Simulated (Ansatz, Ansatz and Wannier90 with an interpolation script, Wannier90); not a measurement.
# From a coarse GW mesh to bands everywhere: CdSe (Cadmoselite), part 3 of 3

Aim: the G0W0 bands of CdSe (Cadmoselite) along the symmetry lines, with the gap off the mesh.

Ansatz 0.2.0; r2SCAN, Wannier functions and G0W0, plane waves, PAW. Known limits of the many-body steps: not at the basis limit; no spin-orbit coupling.

So far. Step 4 (Wannier functions by Wannier90 (Cd:5s Cd:4d Se:4p) on …): Near the gap the model misses directly solved bands by 0.8 meV r.m.s. and by 13 meV at most in the window tested. This tests the starting bands, not the corrections carried with them. Step 5 (G0W0 at every point of the mesh: 6×6×4 mesh, 468 empty …): The gap on the mesh goes from 1.20 eV to 1.74 eV, a correction of +0.54 eV.

The database entry behind the starting cell differs from later determinations by our own check (inner coordinate of an old entry), so it need not match the best structure at ambient conditions.

### Step 6. Interpolating the corrections

A script adds the corrections, carried to the Wannier functions and back, to the r2SCAN levels, along the path and on a 13×13×9 mesh.

| Item | Value |
| --- | --- |
| G0W0 gap over the zone | 1.74 eV |
| valence top at | Γ |
| conduction bottom at | Γ |
| starting gap over the zone | 1.197 eV |
| least direct G0W0 gap | 1.740 eV |
| G0W0 gap on the mesh | 1.740 eV |
| valence width, start | 8.200 eV |
| valence width, G0W0 | 8.633 eV |
| gap by a rigid shift | 1.741 eV |

Levels solved directly plus the interpolated quasiparticle correction. Limits: finite bands, cutoff and mesh; no spin-orbit coupling. Quasiparticle bands along the path, in eV, zero at the valence-band top of each set:

```csv
point,band 33,band 34,band 35,band 36,band 37
Γ,-0.79,-0.01,0.00,0.00,1.74
halfway,-2.24,-1.47,-0.50,-0.48,3.73
M,-2.74,-2.02,-1.36,-0.92,4.39
halfway,-2.83,-2.32,-1.53,-1.45,5.15
K,-3.28,-1.94,-1.94,-1.94,5.45
halfway,-2.66,-1.82,-0.83,-0.62,4.21
Γ,-0.79,-0.01,0.00,0.00,1.74
halfway,-0.68,-0.68,-0.13,-0.13,2.74
A,-0.41,-0.41,-0.41,-0.41,3.45
halfway,-1.46,-1.46,-1.00,-1.00,4.56
L,-1.51,-1.51,-1.40,-1.40,4.11
halfway,-2.19,-2.19,-1.23,-1.23,4.68
H,-2.68,-2.68,-1.16,-1.16,5.04
halfway,-1.50,-1.50,-1.31,-1.31,4.96
A,-0.41,-0.41,-0.41,-0.41,3.45
jump to L,-1.51,-1.51,-1.40,-1.40,4.11
halfway,-2.25,-1.87,-1.17,-1.10,3.96
M,-2.74,-2.02,-1.36,-0.92,4.39
jump to H,-2.68,-2.68,-1.16,-1.16,5.04
halfway,-3.12,-2.18,-1.55,-1.55,5.58
K,-3.28,-1.94,-1.94,-1.94,5.45
```

The same for r2SCAN:

```csv
point,band 33,band 34,band 35,band 36,band 37
Γ,-0.72,-0.01,0.00,0.00,1.20
M,-2.59,-1.88,-1.25,-0.84,3.69
K,-3.12,-1.81,-1.81,-1.81,4.66
Γ,-0.72,-0.01,0.00,0.00,1.20
A,-0.37,-0.37,-0.37,-0.37,2.81
L,-1.40,-1.40,-1.30,-1.30,3.40
H,-2.53,-2.53,-1.07,-1.07,4.29
A,-0.37,-0.37,-0.37,-0.37,2.81
L,-1.40,-1.40,-1.30,-1.30,3.40
M,-2.59,-1.88,-1.25,-0.84,3.69
H,-2.53,-2.53,-1.07,-1.07,4.29
K,-3.12,-1.81,-1.81,-1.81,4.66
```

The first set of quasiparticle bands as a text plot (rows in eV, shown from -8.0 to 5.7 only):

```
    5.5 |          +++++                                      +++
    4.9 |         +     ++                   ++++++++        +
    4.3 |     ++++        +          ++++++++        +     ++
    3.7 |    +                     ++                 +++++
    3.2 |  ++              +     ++
    2.6 | +                 +   +
    2.0 |+                   +++
    1.4 |
    0.9 |
    0.3 |
   -0.3 |****              **********                  **
   -0.8 |*** *****       *********  ***             ***   ***
   -1.4 | ****  ****  ***  **         ****************   *******
   -2.0 |  ** ***** ***  ***     *          *     **     **** ***
   -2.6 |    *******   ****       ****       *****    ***  ***
   -3.1 |    **    ***** *        *   *             **       ****
   -3.7 |      **********        *     **          *       **   *
   -4.3 |************ ***********        **********      *******
   -4.9 |
   -5.4 |
   -6.0 |
   -6.6 |
   -7.1 |
   -7.7 |***********************         **********      ********
         Γ      M    K        Γ   A       L    H       A|L M|H  K
```

Minima of the lowest conduction band, from levels solved directly at the displaced points, plus the interpolated correction; masses are left empty at degenerate points, on flat bands and where the interpolated correction rules the curvature; G0W0 masses are rough. Conduction valleys, by row:

```csv
point,k (reciprocal lattice),valleys in the zone,G0W0 level above the valence top (eV),r2SCAN level above the valence top (eV),G0W0 principal masses (m_e),r2SCAN principal masses (m_e)
Γ,0.000 0.000 0.000,1,1.74,1.197,0.105 0.110 0.110,0.100 0.105 0.105
```

Second differences of levels solved directly at the displaced points, plus the interpolated correction, at the quasiparticle band edges; no spin-orbit coupling; left empty where the band is flat or the interpolated correction rules the curvature. Effective masses, by row:

```csv
carrier,point,Cartesian direction,band,r2SCAN mass (m_e),G0W0 mass (m_e)
hole,Γ,100,36,1.285,1.181
hole,Γ,100,34,0.273,0.201
hole,Γ,010,36,1.285,1.202
hole,Γ,010,34,0.273,0.201
hole,Γ,001,36,1.587,1.415
hole,Γ,001,35,1.587,1.415
hole,Γ,001,34,0.094,0.099
hole,Γ,110,36,1.284,1.243
hole,Γ,110,34,0.273,0.201
hole,Γ,111,36,1.372,1.297
hole,Γ,111,35,0.222,0.282
hole,Γ,111,34,0.159,0.146
electron,Γ,100,37,0.103,0.109
electron,Γ,010,37,0.103,0.109
electron,Γ,001,37,0.098,0.103
electron,Γ,110,37,0.103,0.109
electron,Γ,111,37,0.102,0.107
```

The density of states has structure finer than the step of the table below, so its rows give means over 0.5 eV, whole bins alone (the curve runs from -10 to 3.1 eV). Peaks (eV: height): G0W0 -8.40: 39.8, -1.20: 5.37; r2SCAN -7.90: 34.9, -1.10: 5.66.

Wannier model on a dense mesh, Gaussian width 0.15 eV. Limits: finite bands, cutoff and mesh; no spin-orbit coupling. Density of states against energy, zero at the valence-band top of each set; means over each step; values in states/eV/cell:

```csv
energy (eV),G0W0,r2SCAN
-9.5,0,0
-9.0,0.541,0
-8.5,26.7,1.28
-8.0,11.3,27.2
-7.5,1.43,10.9
-7.0,0,0.555
-6.5,0,0
-6.0,0,0
-5.5,0,0
-5.0,7.2e-4,0
-4.5,1.23,0.461
-4.0,3.66,3.70
-3.5,1.48,1.91
-3.0,1.38,1.14
-2.5,2.37,2.20
-2.0,3.23,3.07
-1.5,4.06,3.97
-1.0,4.39,4.90
-0.5,1.83,2.21
0.0,0.368,0.425
0.5,6.8e-4,7.6e-4
1.0,0,0.00187
1.5,0.00144,0.0262
2.0,0.0203,0.0763
2.5,0.0569,0.178
```

Corrections by starting level (eV, on the run's own energy scale, so only their differences matter):

```csv
start,correction
-8.20,−0.93
-8.11,−0.94
-8.05,−0.94
-8.00,−0.96
-7.86,−0.99
-7.82,−1.00
-7.78,−0.99
-7.75,−0.99
-7.41,−0.90
-3.99,−0.63
-2.71,−0.63
-1.79,−0.62
-1.09,−0.55
-0.37,−0.54
-0.20,−0.52
1.20,+0.04
3.48,+0.19
4.66,+0.04
```

### Step 7. r2SCAN+SOC bands, for comparison

Spin-orbit coupling can split or shift the edges; a non-collinear run measures by how much.

This step: DFT, r2SCAN with spin-orbit coupling, plane waves, PAW.

Input file input.yaml:

```yaml
crystal:
  lattice:
    - [4.3, 0.0, 0.0]
    - [-2.15, 3.72390924, 0.0]
    - [0.0, 0.0, 7.02]
  atoms:
    - { symbol: Cd, position: [0.33333333, 0.66666667, 0.0] }
    - { symbol: Cd, position: [0.66666667, 0.33333333, 0.5] }
    - { symbol: Se, position: [0.33333333, 0.66666667, 0.385] }
    - { symbol: Se, position: [0.66666667, 0.33333333, 0.885] }
kpoints:
  mp_grid: { grid: [6, 6, 4] }
  band_path:
    path:
      - [[0.0, 0.0, 0.0], [0.5, 0.0, 0.0], [0.33333333, 0.33333333, 0.0], [0.0, 0.0, 0.0], [0.0, 0.0, 0.5], [0.5, 0.0, 0.5], [0.33333333, 0.33333333, 0.5], [0.0, 0.0, 0.5]]
      - [[0.5, 0.0, 0.5], [0.5, 0.0, 0.0]]
      - [[0.33333333, 0.33333333, 0.5], [0.33333333, 0.33333333, 0.0]]
    npoints: 10
hamiltonian:
  xc: r2scan
scf:
  occupations: { method: fermi_dirac, width: 0.02 }
  n_extra_bands: 10
magnetization:
  noncollinear: true
  spin_orbit: true
output:
  eigenvalues: true
```

Command:

```
ansatz run input.yaml --threads 8 --pin off --max-ram 18432MiB --backend cpu --events-out ev --progress --plain --runs-dir out
```

Numbers of over 12 decimals in the logs are rounded to 6 here.

Output:

```text
[...]
non-collinear run that drives no moment, with spin-orbit: no starting moment large enough to seed its density (crystal.atoms[].spin), no starting occupations that ask for one, no magnetisation constraint and no magnetic field, so the semilocal B_xc is pinned to zero
Crystal: 4 atoms, lattice volume = 112.410 Å³
Basis set: ecut = 500 eV, 2863 PW (Γ), exchange–correlation on 128×128×216 points (64 copies of the dense FFT grid, shifted against one another)
Bands: 82, of which v1, the nominal top of the filled ones, is band 72 counted from 1 (71 counted from 0)
Symmetry: 12 space group operations + 12 with time reversal
[...]
k-points: 21 of 144 (time reversal used)
Projection manifold: j_resolved (fully-relativistic pseudo-atomic orbitals)
[...]
SCF iter   1: F=—  HF=-27473.725599 eV  |F-HF|=—  |Δ(HF+E_count)|=         —  Δρ=5.24e-2  dr2=2.78e0  dr2_τ=2.61e-3  dr2_m=0.00e0 (ungated)  ethr=3.10e-3  |M|=0.00e0 ∫|m|=0.00e0 μB  |m|>n=0.0e0 m-floor=0.0e0 τ_xc=0.0e0  β_m=0.30  ⟨swp⟩=8.3  Hψ=8279  notcnv=0
[...]
spin=Noncollinear: Resta preconditioning applied to the charge; magnetization (m_x, m_y, m_z) channels mix plain (no charge-response kernel on spin).
SCF iter   2: F=—  HF=-27473.165275 eV  |F-HF|=—  |Δ(HF+E_count)|=   5.60e-1  Δρ=3.14e-2  dr2=9.82e-1  dr2_τ=1.11e-2  dr2_m=0.00e0 (ungated)  ethr=3.10e-3  |M|=0.00e0 ∫|m|=0.00e0 μB  |m|>n=0.0e0 m-floor=0.0e0 τ_xc=0.0e0  β_m=0.50  ⟨swp⟩=3.0  Hψ=2788  notcnv=0  defer=98
[...]
SCF iter   9: F=-27472.916639 eV  HF=-27472.916639 eV  |F-HF|=6.04e-10  |Δ(HF+E_count)|=   1.31e-7  Δρ=2.08e-6  dr2=5.98e-9  dr2_τ=7.13e-11  dr2_m=0.00e0 (ungated)  ethr=1.39e-10  |M|=0.00e0 ∫|m|=0.00e0 μB  |m|>n=0.0e0 m-floor=0.0e0 τ_xc=0.0e0  ⟨swp⟩=8.2  Hψ=5300  notcnv=0
SCF 1 converged in 9 iterations: F = -27472.916639 eV  dr2 = 5.98e-9
[...]
SCF converged after 9 iterations
Magnetization: |M| = 0.0000 μB,  M = (+0.0000, +0.0000, +0.0000) μB
Absolute magnetization: 0.0000 μB (∫|m|)
  site 0: m = (+0.0000, +0.0000, +0.0000) μB, |m| = 0.0000 μB  (R = 1.08 Å)
  site 1: m = (+0.0000, +0.0000, +0.0000) μB, |m| = 0.0000 μB  (R = 1.08 Å)
  site 2: m = (+0.0000, +0.0000, +0.0000) μB, |m| = 0.0000 μB  (R = 1.08 Å)
  site 3: m = (+0.0000, +0.0000, +0.0000) μB, |m| = 0.0000 μB  (R = 1.08 Å)
Free energy (F): -27472.916639 eV
[...]
Internal energy: -27472.916639 eV  (E = F + TS)
E sigma→0 (E₀):  -27472.916639 eV
Fermi energy:    7.844039 eV
[...]
--- Band table (eV; the first three rows and the last of 21) ---
  k-point 0: bands = [... 68 lower, 7.2922, 7.2922, 7.2957, 7.2957, 8.3801, 8.3801, 9.7797, 9.7797, ... 6 higher]
  k-point 1: bands = [... 68 lower, 6.9657, 6.9657, 7.1826, 7.1826, 9.3312, 9.3312, 9.8858, 9.8858, ... 6 higher]
  k-point 2: bands = [... 68 lower, 6.9195, 6.9195, 6.9195, 6.9195, 9.9896, 9.9896, 9.9896, 9.9896, ... 6 higher]
  k-point 20: bands = [... 68 lower, 6.0807, 6.0807, 6.1343, 6.1343, 11.4353, 11.4353, 11.4929, 11.4929, ... 6 higher]
```

Wall time 42 s (8 threads of Arm Neoverse V2, shared host); peak memory 2.2 GiB; 5.5 min of CPU time.

Numbers from this step:

| Quantity | Value |
| --- | --- |
| filled bands | 72 |
| gap | 1.084 eV |
| valence top at | Γ |
| conduction bottom at | Γ |
| least direct gap | 1.084 eV |

The gap stands −0.11 eV against r2SCAN.

Electronic bands along the path, in eV, zero at the top of the highest nominally filled band:

```csv
point,band 69,band 70,band 71,band 72,band 73,band 74,band 75,band 76
Γ,0.00,0.00,0.00,0.00,1.08,1.08,2.48,2.48
halfway,-0.66,-0.66,-0.46,-0.44,2.95,2.96,3.76,3.79
M,-1.39,-1.39,-0.93,-0.93,3.55,3.55,3.62,3.62
halfway,-1.63,-1.54,-1.43,-1.36,4.27,4.31,4.55,4.58
K,-1.96,-1.92,-1.82,-1.82,4.54,4.54,5.03,5.20
halfway,-0.92,-0.92,-0.65,-0.63,3.41,3.41,4.41,4.47
Γ,0.00,0.00,0.00,0.00,1.08,1.08,2.48,2.48
halfway,-0.33,-0.33,-0.11,-0.11,2.04,2.04,2.59,2.59
A,-0.38,-0.38,-0.38,-0.38,2.69,2.69,2.69,2.69
halfway,-1.03,-1.03,-1.02,-1.02,3.72,3.72,3.74,3.74
L,-1.37,-1.37,-1.37,-1.37,3.29,3.29,3.29,3.29
halfway,-1.28,-1.28,-1.22,-1.22,3.81,3.81,3.86,3.86
H,-1.22,-1.22,-1.16,-1.16,4.14,4.14,4.20,4.20
halfway,-1.37,-1.37,-1.26,-1.26,4.08,4.08,4.15,4.15
A,-0.38,-0.38,-0.38,-0.38,2.69,2.69,2.69,2.69
jump to L,-1.37,-1.37,-1.37,-1.37,3.29,3.29,3.29,3.29
halfway,-1.26,-1.26,-1.06,-1.06,3.15,3.15,3.64,3.64
M,-1.39,-1.39,-0.93,-0.93,3.55,3.55,3.62,3.62
jump to H,-1.22,-1.22,-1.16,-1.16,4.14,4.14,4.20,4.20
halfway,-1.59,-1.57,-1.52,-1.52,4.60,4.70,4.74,4.74
K,-1.96,-1.92,-1.82,-1.82,4.54,4.54,5.03,5.20
```

### Step 8. What came out

| Item | Value |
| --- | --- |
| r2SCAN gap | 1.20 eV |
| G0W0 gap over the zone | 1.74 eV, direct |
| least direct G0W0 gap, in the model | 1.74 eV |
| with the spin-orbit change | 1.63 eV |
| GW settings | 6×6×4 mesh, 468 empty bands, screening to 150 eV |
| known limits | not at the basis limit; no spin-orbit coupling |

The Wannier model follows the r2SCAN bands to under 1 meV r.m.s. near the gap. The G0W0 gap over the zone is 1.74 eV, direct, from Γ to Γ; on the mesh alone it is 1.74 eV, nearly the same. The valence width in the model goes from 8.20 eV to 8.63 eV. At the band edge the lightest electron mass is 0.098 m_e at the start and 0.10 m_e in G0W0; the G0W0 masses rest on corrections from the 6×6×4 mesh alone and are rough. r2SCAN+SOC gives a gap of 1.08 eV on the same path, a spin-orbit change of −0.11 eV that would bring the G0W0 gap to 1.63 eV. Bands and cutoff are finite, so the gap is not at the basis limit. The miss can reach some tenths of an eV and take either sign; the mesh is an error of its own. Beside the filled d shell of Cd, one-shot G0W0 from a semilocal start often leaves the gap short. Above the frozen window of the model the interpolated levels need not meet the computed ones, even at points of the mesh.

[Paths, hosts, dates, memory and timing lines, banners, echoed tables and standing remarks are left out of the program output.]

[Logs are printed without paths, hosts, clocks, repeated set-up lines and the standing remarks that a program may print on its own settings, such as how far it seeks lower states.]

[Runs of the session that timed out or met a known fault of the program may be left out.]

[Hosts, paths, dates, database ids (printed as entryN), source tags and the programs' standing remarks are cut or masked in the printed files.]
